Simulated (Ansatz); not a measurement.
Write a Python script for the Python package of Ansatz (0.2.0) that makes a phonon calculation by linear response of BN, space group R3m. Settings: LDA, PAW, cutoff 470 eV, 8×8×8 k-points, cold smearing of 0.05 eV.

```
CELL_PARAMETERS angstrom
1.25112 0.72234 3.37293
-1.25112 0.72234 3.37293
0.00000 -1.44467 3.37293
ATOMIC_POSITIONS crystal
B 0.99967 0.99967 0.99967
N 0.33276 0.33276 0.33276
```

Script `bn.py`:
```python
# -*- coding: utf-8 -*-
"""DFPT phonons of BN."""

from pathlib import Path
import warnings

import ansatz as az
import numpy as np

warnings.simplefilter("ignore", az.DeckWarning)

xtal = (
    az.Lattice.of([1.251122, 0.722335, 3.372934], [-1.251122, 0.722335, 3.372934], [0.0, -1.444671, 3.372934])
    .atom("B", [0.999671, 0.999671, 0.999671])
    .atom("N", [0.332762, 0.332762, 0.332762])
)

job = xtal.calculation()
job = job.functional(az.Functional.LDA).basis(470)
job = job.occupations("cold", width=50 * az.meV)
job = job.kpoints(8, 8, 8)
job = job.phonons("dfpt")
result = job.run(threads=1, runs_dir="runs")
ph = result.phonons

print("Gamma modes (1/cm):", " ".join(f"{w:.1f}" for w in ph.gamma_omega_inv_cm))
print("in meV:", " ".join(f"{w * 0.1239842:.2f}" for w in ph.gamma_omega_inv_cm))
```

```console
$ python bn.py
Gamma modes (1/cm): 0.0 0.0 0.0 770.2 1355.4 1355.4
in meV: 0.00 0.00 0.00 95.49 168.04 168.04
```

The cell isn't relaxed first, so the values belong to this volume. No non-analytic term is added, so at the zone centre the longitudinal optical modes of a polar crystal aren't split off. This cell is a computed structure, which may not be the phase found in nature. The structure is taken as given; imaginary modes can come from an unrelaxed or unstable start. Wall time of the script: 9.1 s on 1 thread of Intel(R) Xeon(R) Processor @ 2.30GHz, on a shared host, peak memory 0.55 GiB.
